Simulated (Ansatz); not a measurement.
**Si2Mo (I4/mmm), an elastic constant from a strain scan**

Level of theory: Ansatz, DFT PBE, scalar-relativistic, plane waves, PAW. The runs took a 420 eV cutoff, a Γ-centred 20×20×20 mesh and Gaussian smearing (0.15 eV). No spin polarisation. Energies are free energies at this smearing, counted from the undisturbed cell; pressure is positive in compression.

Zero of the scan (relaxed at this level):

```
Si Mo
1.0
    -1.60842    1.60842    3.93651
     1.60842   -1.60842    3.93651
     1.60842    1.60842   -3.93651
Si Mo
2 1
Direct
  0.33510 0.33510 0.00000
  0.66490 0.66490 0.00000
  0.00000 0.00000 0.00000
```

The cell is strained by ε times the Voigt pattern (1, -1, 0, 0, 0, 0) (xx, yy, zz, yz, xz, xy; engineering shear) with fractional coordinates fixed. The cell holds 3 atoms in V0 = 40.74 Å³. The stress column is τ = (1/V0) dE/dε, got from the stress tensor σ (compression positive) at each point as −det(1 + εP) σ : P(1 + εP)⁻¹, with P the pattern as a tensor.

```csv
ε,ΔE (meV/atom),τ (GPa)
-0.0525,64.942,-28.726
-0.0450,47.912,-24.840
-0.0300,21.424,-16.769
-0.0150,5.381,-8.451
0.0000,0.000,0.000
0.0150,5.381,8.451
0.0300,21.424,16.769
0.0450,47.912,24.840
0.0525,64.942,28.726
0.0600,?,?
```

Problem. Which combination of elastic constants does this scan measure, and how large is it?

Solution. For small ε, τ = τ0 + Kε with K = pᵀCp, which for this pattern is C11 + C22 − 2 C12 in the Cartesian frame shown. The parabola through τ at ε = -0.0150, 0 and 0.0150 has slope K = 563 GPa at zero. The energies per cell, E = NΔE, of the same two points give K = 2[E(ε₊)/ε₊ − E(ε₋)/ε₋]/[(ε₊ − ε₋)V0] = 564 GPa, in agreement. These are clamped-ion values.

Problem. Predict the withheld row at ε = 0.0600 from the harmonic law, and compare.

Solution. ΔE = V0(τ0 ε + Kε²/2)/N = 85.946 meV/atom and τ = 33.80 GPa. The calculation gives 84.397 meV/atom and 32.46 GPa, a miss of 1.8 % of the harmonic energy, so the harmonic law still holds here.

In a metal these slopes depend on the k mesh and the smearing.